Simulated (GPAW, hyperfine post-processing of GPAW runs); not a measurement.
## MnF2: paramagnetic NMR shifts

Wanted: contact shifts and dipolar anisotropies of 19F in paramagnetic MnF2 at 320 K.

Program: GPAW 26.7.0. Level of theory: DFT, revPBE+U, plane-wave PAW, GPAW setups, collinear spin, scalar-relativistic. Results are calculated unless marked as measured.

## (1) Set-up

The structure is orthorhombic, space group Pbcn (No. 60). Conventional cell: a = 4.938 Å, b = 5.807 Å, c = 5.362 Å, α = 90.00°, β = 90.00°, γ = 90.00°. Mn has 6 F at 2.08 to 2.17 Å nearest. F has 3 Mn at 2.08 to 2.17 Å nearest. Farther neighbours and most contacts between anions are not listed.

Structure file:

```xyz
12
Lattice="4.9378 0.0000 0.0000 0.0000 5.8070 0.0000 0.0000 0.0000 5.3618" Properties=species:S:1:pos:R:3 pbc="T T T"
Mn    0.0000    3.8979    4.0214
Mn    2.4689    4.8126    1.3405
Mn    0.0000    1.9091    1.3405
Mn    2.4689    0.9944    4.0214
F     1.3360    5.1987    4.9440
F     3.8049    3.5118    0.4179
F     1.1329    3.5118    2.2631
F     3.6017    5.1987    3.0988
F     1.3360    0.6083    2.2631
F     3.8049    2.2952    3.0988
F     1.1329    2.2952    4.9440
F     3.6017    0.6083    0.4179
```

The cell is a computed entry of the Materials Project; it need not be the form that is stable at ambient conditions. The atoms stand as given; the largest force on them is 0.14 eV/Å.

## (2) Saturated spin state

The hyperfine field is read from the state with all Mn moments parallel, which stands for the saturated paramagnet. A Hubbard U holds the open shell closer to the ion than the plain functional does, which changes how much spin reaches the ligands. GPAW's U acts on normalised projectors, so its value can't be carried over from other programs one to one.

scf.py reads:

```python
import json
from ase import Atoms
from ase.parallel import parprint
from gpaw import GPAW, PW, FermiDirac, MixerDif

atoms = Atoms(['Mn', 'Mn', 'Mn', 'Mn', 'F', 'F', 'F', 'F', 'F', 'F', 'F', 'F'],
              cell=[[4.937764, 0.0, 0.0], [0.0, 5.806967, 0.0], [0.0, 0.0, 5.361831]],
              scaled_positions=[[0.0, 0.671242, 0.75], [0.5, 0.828758, 0.25], [0.0, 0.328758, 0.25], [0.5, 0.171242, 0.75], [0.270573, 0.895249, 0.922068], [0.770573, 0.604751, 0.077932], [0.229427, 0.604751, 0.422068], [0.729427, 0.895249, 0.577932], [0.270573, 0.104751, 0.422068], [0.770573, 0.395249, 0.577932], [0.229427, 0.395249, 0.922068], [0.729427, 0.104751, 0.077932]],
              magmoms=[5.0, 5.0, 5.0, 5.0, 0.0, 0.0, 0.0, 0.0, 0.0, 0.0, 0.0, 0.0], pbc=True)
atoms.calc = GPAW(mode=PW(500), xc='revPBE', kpts={'size': (4, 4, 4), 'gamma': True}, spinpol=True, setups={'Mn': ':d,3.9'},
                  occupations=FermiDirac(0.02, fixmagmom=True), mixer=MixerDif(0.12, 6, 30),
                  convergence={'density': 1e-5}, maxiter=150, symmetry={'tolerance': 1e-4},
                  legacy_gpaw=True, txt='scf.txt')
parprint('energy', atoms.get_potential_energy())
parprint('moment', atoms.get_magnetic_moment())
parprint('moments', json.dumps(atoms.get_magnetic_moments().round(4).tolist()))
parprint('fermi', json.dumps(list(map(float, atoms.calc.get_fermi_levels()))))
levels = [[e - f for k in range(len(atoms.calc.get_ibz_k_points())) for e in atoms.calc.get_eigenvalues(k, s)] for s, f in enumerate(atoms.calc.get_fermi_levels())]
parprint('gap', min(min(e for e in x if e > 0) + f for x, f in zip(levels, atoms.calc.get_fermi_levels())) - max(max(e for e in x if e <= 0) + f for x, f in zip(levels, atoms.calc.get_fermi_levels())))
parprint('positions', json.dumps(atoms.get_scaled_positions(wrap=False).round(6).tolist()))
parprint('forces', json.dumps(atoms.get_forces().round(4).tolist()))
atoms.calc.write('gs.gpw')
```

A second script reads the saved density on one core and turns GPAW's hyperfine parameters into fields at the nuclei:

contact.py reads:

```python
import numpy as np
from ase.units import _e, _hplanck
from gpaw import GPAW
from gpaw.hyperfine import hyperfine_parameters

calc = GPAW('gs.gpw', legacy_gpaw=True, txt=None)
tesla = _e / _hplanck / 7.6225932e6 / 2  # eV per unit g_N to the field at the nucleus
valence = hyperfine_parameters(calc, exclude_core=True)
try:
    full = hyperfine_parameters(calc)
except AssertionError:
    full = valence
    print('the core solver failed')
print('atom     contact field (T): all, valence')
for a, s in enumerate(calc.get_atoms().symbols):
    print(f'{a + 1:3d} {s:2s} {np.trace(full[a]) / 3 * tesla:11.5f} {np.trace(valence[a]) / 3 * tesla:11.5f}')
```

On the command line:

```bash
> OMP_NUM_THREADS=1 mpirun -n 4 gpaw python scf.py > gpaw.log
> python contact.py
```

Numbers of over 12 decimals in the logs are rounded to 6 here.

Output:

```text
[a pick of lines from scf.txt and the scripts' output, long numbers rounded; set-up, eigenvalues, and the printed gap, site moments, positions and forces are left out]
Symmetries present (total): 2
64 k-points: 4 x 4 x 4 Monkhorst-Pack grid + [1/8,1/8,1/8]
36 k-points in the irreducible part of the Brillouin zone
  Cutoff energy: 500.000 eV
Occupation numbers: Fixed magnetic moment: 20.000
  width: 0.0200  # eV
XC parameters: revPBE with 2 nearest neighbor stencil
Number of bands in calculation: 84
Number of valence electrons: 116
iter:   1 01:14:50   -80.392945                   +20.0095
iter:   2 01:15:00   -78.299991   -0.95  -1.19    +20.0029
iter:   3 01:15:10   -76.514992   -1.02  -1.29    +19.9996
[... 9 further iterations ...]
iter:  13 01:16:50   -76.740074c  -6.39  -4.50    +20.0000
iter:  14 01:17:00   -76.740071c  -7.02  -4.77    +20.0000
iter:  15 01:17:10   -76.740071c  -8.65c -5.37c   +20.0000
Converged after 15 iterations.
Total magnetic moment: (0.000000, 0.000000, 20.000000)
Local magnetic moments:
Free energy:    -76.740071
Extrapolated:   -76.740071
Fermi levels: 3.62554, 5.39805
energy -76.740071
moment 20.000000
fermi [3.625535, 5.398046]
atom     contact field (T): all, valence
  1 Mn   -72.34209    32.28289
  2 Mn   -72.34425    32.28087
  3 Mn   -72.34209    32.28289
  4 Mn   -72.34425    32.28087
  5 F      8.94364     9.98887
  6 F      8.94291     9.98813
  7 F      8.94291     9.98813
  8 F      8.94364     9.98887
  9 F      8.94364     9.98887
 10 F      8.94291     9.98813
 11 F      8.94291     9.98813
 12 F      8.94364     9.98887
```

The job ended after 2.8 min (4 MPI ranks of Arm Neoverse V1, shared host; 11 min of CPU time).

The cell holds 20.00 μB on 4 Mn, so S = 2.50. The total moment is held at that value. The contact field is B = (2μ₀/3) μB ρ_s, 7.769 T for 1 e/Å³, and A_iso = γB/(2πS) sums over all ions. The valence part leaves out the polarisation of the frozen cores, which GPAW adds afterwards by solving for the core states in the spin-dependent potential:

```csv
site,atom,atoms in cell,links to Mn,field (T),valence part (T),A_iso (MHz)
F,5,8,bonded to 3 Mn at 2.08 to 2.17 Å,8.94,9.99,143
```

## (3) Spin flips

Above the ordering point the moments are not free: their couplings set the Weiss constant, which scales every shift. Reversing one ion measures these couplings, and shows at once how much of each shift that ion sends.

scf.py: that of step 2 with these lines changed.

```diff
@@ -8,3 +8,3 @@
               scaled_positions=[[0.0, 0.671242, 0.75], [0.5, 0.828758, 0.25], [0.0, 0.328758, 0.25], [0.5, 0.171242, 0.75], [0.270573, 0.895249, 0.922068], [0.770573, 0.604751, 0.077932], [0.229427, 0.604751, 0.422068], [0.729427, 0.895249, 0.577932], [0.270573, 0.104751, 0.422068], [0.770573, 0.395249, 0.577932], [0.229427, 0.395249, 0.922068], [0.729427, 0.104751, 0.077932]],
-              magmoms=[5.0, 5.0, 5.0, 5.0, 0.0, 0.0, 0.0, 0.0, 0.0, 0.0, 0.0, 0.0], pbc=True)
+              magmoms=[-5.0, 5.0, 5.0, 5.0, 0.0, 0.0, 0.0, 0.0, 0.0, 0.0, 0.0, 0.0], pbc=True)
 atoms.calc = GPAW(mode=PW(500), xc='revPBE', kpts={'size': (4, 4, 4), 'gamma': True}, spinpol=True, setups={'Mn': ':d,3.9'},
```

Output:

```text
[a pick of lines from scf.txt and the scripts' output, long numbers rounded; set-up, eigenvalues, and the printed gap, site moments, positions and forces are left out]
Symmetries present (total): 1
64 k-points: 4 x 4 x 4 Monkhorst-Pack grid + [1/8,1/8,1/8]
36 k-points in the irreducible part of the Brillouin zone
  Cutoff energy: 500.000 eV
Occupation numbers: Fixed magnetic moment: 10.000
  width: 0.0200  # eV
XC parameters: revPBE with 2 nearest neighbor stencil
Number of bands in calculation: 80
Number of valence electrons: 116
iter:   1 01:17:39   -80.415721                   +10.0048
iter:   2 01:17:48   -78.329958   -0.92  -1.19    +10.0014
iter:   3 01:17:57   -76.547727   -0.90  -1.29    +9.9998
[... 10 further iterations ...]
iter:  14 01:19:40   -76.778092c  -6.67  -4.76    +10.0000
iter:  15 01:19:50   -76.778092c  -7.07  -4.72    +10.0000
iter:  16 01:19:59   -76.778092c  -7.77c -5.34c   +10.0000
Converged after 16 iterations.
Total magnetic moment: (0.000000, 0.000000, 10.000000)
Local magnetic moments:
Free energy:    -76.778092
Extrapolated:   -76.778092
Fermi levels: 3.39462, 5.11895
energy -76.778092
moment 10.000000
fermi [3.394620, 5.118949]
atom     contact field (T): all, valence
  1 Mn    76.55130   -27.88521
  2 Mn   -74.30021    30.23813
  3 Mn   -72.82619    31.78057
[...]
11 F      3.17621     3.61087
 12 F      8.69344     9.70139
```

Run time: 2.8 min. Hardware: 4 MPI ranks; 11 min of CPU time.

The parallel state has -76.7401 eV at zero smearing. Each flip reverses one ion with all its periodic images. It gives an energy and, by half the change of the contact field, the share of that set of ions in each shift at 320 K (ppm; atoms of one site can get unlike shares):

```
atom reversed  energy (eV)  change (meV)                            F
          Mn1     -76.7781         -38.0  613 / 14100 / 14400 / 14700
```

In mean-field theory Θ = ΔE (S + 1) / (6 S k_B): Θ = -103 K. Couplings between an ion and its own images are missing, but in this cell they lie beyond the nearest magnetic neighbours. Θ = 0 is used for the shifts.

## (4) Cost against result

Spin transfer to the ligands hangs on how far the functional delocalises the open shell, so other levels show how much the fields depend on it.

Contact fields (T) with all moments parallel; times on 4 MPI ranks of Arm Neoverse V1, shared host. The cutoff is 500 eV where none is named; the moment is held in each run.

```
                      level  moment (μB)     time     F
        revPBE +U Mn 3.9 eV        20.00  2.8 min  8.94
                     revPBE        20.00  2.9 min  10.9
        revPBE +U Mn 2.3 eV        20.00  2.8 min  9.70
        revPBE +U Mn 5.5 eV        20.00  2.7 min  8.25
           LDA +U Mn 3.9 eV        20.00  3.2 min  8.05
revPBE +U Mn 3.9 eV, 650 eV        20.00  3.8 min  8.88
```

## (5) Scaling to the paramagnet

The shift is δ = B · g μB (S + 1) / (3 k_B (T − Θ)) with g = 2; at 320 K and Θ = 0 K one tesla gives 4898 ppm. The anisotropy is a sum over point dipoles on the Mn ions, scaled alike; on atoms bound to Mn, spin in their own p shell adds an anisotropy that this leaves out.

| site | nucleus | δ_iso (ppm) | with the calculated Θ | reduced anisotropy (ppm) | asymmetry |
| --- | --- | --- | --- | --- | --- |
| F | 19F | 43800 | 33100 | -5510 | 0.72 |

The reduced anisotropy is δ_zz − δ_iso, with zz the principal value farthest from δ_iso. The Weiss constant adds its own doubt: exchange couplings from semilocal functionals with a U can miss even their sign, and a Θ lower by 100 K would lower every shift by 24 %.

## (6) Outcome

```yaml
spin_of_mn: 2.50
weiss_constant_mean_field_rough_not_used: -103 K
19f_contact_shift_at_320_k_theta_0_k: 43800 ppm
```

In words: At 320 K the Mn moments shift 19F on F by 43800 ppm, scaled with a pure Curie law. No measured Weiss constant is at hand, and the one from single flips is too rough to scale with, so the shifts are given for a pure Curie law; each 30 K of Θ would move them by about 9 %. The calculated Θ of -103 K would multiply them by 0.76. Over the levels shown, the field at F runs from 8.05 T (LDA +U Mn 3.9 eV) to 10.9 T (revPBE). All this holds only well above the ordering temperature and the strongest exchange, neither of which is computed. The orbital (chemical) shift and the pseudocontact shift from g anisotropy are not included. GPAW's core response is not screened by the valence electrons and can be too large by up to a factor of two, so sites where total and valence fields differ much are unsure by that part. For anions bound to the magnetic ion the point-dipole anisotropy lacks the spin in their own p orbitals, and their lines are broad and relax fast. The dipole sum is for a spherical crystallite; bulk susceptibility, which broadens real lines, is left out.

[Logs are printed without paths, hosts, clocks, repeated set-up lines and the standing remarks that a program may print on its own settings, such as how far it seeks lower states.]

[Hosts, paths, dates, database ids (printed as entryN), source tags and the programs' standing remarks are cut or masked in the printed files.]
